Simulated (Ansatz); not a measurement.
GaN in Ansatz: the effect of functional

The system is GaN.

```
Ga N
1.0
     0.00000    2.25350    2.25350
     2.25350    0.00000    2.25350
     2.25350    2.25350    0.00000
Ga N
1 1
Direct
  0.00000 0.00000 0.00000
  0.25000 0.25000 0.25000
```

The cell is a database's computed one.

Alike in all runs:

| Quantity | Value |
| --- | --- |
| Program | Ansatz 0.2.0 |
| Task | single point |
| Potentials or basis | all-electron PAW datasets made for the crystal |
| k mesh | 6 × 6 × 6 |
| Occupations | fermi-dirac, width 0.05 eV |
| Spin | no spin polarisation |

Q: One run gave: gap on the mesh 3.67 eV. Which functional did it use?
A. PBE0
B. PBE
C. HSE06

A: A.

| functional | cutoff | gap on the mesh (eV) |
| --- | --- | --- |
| PBE | 440 eV | 1.73 |
| HSE06 | 490 eV | 2.98 |
| PBE0 | 490 eV | 3.67 |

A k mesh can miss the band edges.

Not every run made on this cell is shown here.
